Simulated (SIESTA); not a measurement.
BAs:

```xyz
2
Lattice="0.0000 2.3885 2.3885 2.3885 0.0000 2.3885 2.3885 2.3885 0.0000" Properties=species:S:1:pos:R:3 pbc="T T T"
As    3.5827    3.5827    3.5827
B     0.0000    0.0000    0.0000
```

Program: SIESTA 5.4.2. Alike in all runs: no spin polarisation; cell as given; smearing fermi-dirac 0.05 eV; grid cutoff 500 Ry; energy shift 0.002 Ry.

Task: Order these runs on this cell by their pressure, lowest first.
A. level BLYP; potentials or basis PseudoDojo 0.4 standard (PBE files), DZP (energy shift 0.002 Ry); k mesh 10 × 10 × 10
B. level AM05; potentials or basis PseudoDojo 0.4 standard (PBEsol files), DZP (energy shift 0.002 Ry); k mesh 10 × 10 × 10
C. level PBE; potentials or basis PseudoDojo 0.4 standard (PBE files), DZP (energy shift 0.002 Ry); k mesh 8 × 8 × 8; broadening (eV) 0.3 eV; window to (eV) 30 eV; polarisation polarized; direction 0.0 0.0 1.0; optical mesh offset true
D. level RPBE; potentials or basis PseudoDojo 0.4 standard (PBE files), DZP (energy shift 0.002 Ry); k mesh 10 × 10 × 10
E. level PBE; potentials or basis PseudoDojo 0.4 standard (PBE files), TZDP (energy shift 0.002 Ry); k mesh 10 × 10 × 10

Result: B (3.1 GPa), E (4.9 GPa), C (6.8 GPa), D (9.1 GPa), A (12.2 GPa).

Caveats: semicore shells carry a single zeta, which can move pressures by several GPa and volumes by a few percent; the basis of atomic orbitals isn't converged, which shifts pressures, moduli and gaps; the potentials were made for another functional, which shifts forces and pressure (some runs); the basis holds too few empty states to meet the f-sum rule, so the spectrum is short of weight at high energy (some runs); the real-space grid breaks the cell's symmetry a little (some runs).

Not every run made on this cell is shown here.
